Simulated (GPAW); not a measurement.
Runs of GPAW 26.7.0 on Os. The structure is hexagonal, space group P6_3/mmc (No. 194). The conventional cell has a = 2.734 Å, b = 2.734 Å, c = 4.320 Å, α = 90.00°, β = 90.00°, γ = 120.00°. Os (site symmetry -6m2) is surrounded by 12 Os at 2.68 to 2.73 Å. 

```tsv
task	level	potentials or basis	spin	cell	band path	band points	spin axis theta (degrees)	spin axis phi (degrees)	optimizer	pressure (GPa)	V0 of scaled cells (Å³/atom)	B0 (GPa)
band structure	MS2	GPAW PAW data sets (gpaw-data 1.2.1), pw	SOC, no magnetisation	as given	GMKGALHA,LM,KH	80	0	0	-	-8.1	-	-
equation of state	C09-vdW	GPAW PAW data sets (gpaw-data 1.2.1), pw	off	as given	-	-	-	-	-	-	14.12	(a)
equation of state	PBE	PAW data sets generated in the run's folder for this functional, pw	off	as given	-	-	-	-	-	-	14.18	(b)
relaxation of cell and atoms	rSCAN	GPAW PAW data sets (gpaw-data 1.2.1), pw	off	relaxed to 5 GPa	-	-	-	-	FIRE	4.9	-	-
```

Alike in all rows: k mesh 8 × 8 × 5; cutoff (eV) 600; smearing fermi-dirac 0.05 eV.

Estimate the missing entries.

(a) 409; (b) 401.

Caveats: the PAW data sets were made with another functional, which shifts forces and pressure a little (some runs); the cell was scaled at fixed shape and fractional positions, which overstates the stiffness of a crystal with free parameters, most of all of layers and chains (some runs); spin-orbit coupling was added after a scalar SCF, so levels and gaps hold it while energy, forces, pressure and moments don't (some runs); later steps reuse the first step's grids (some runs).
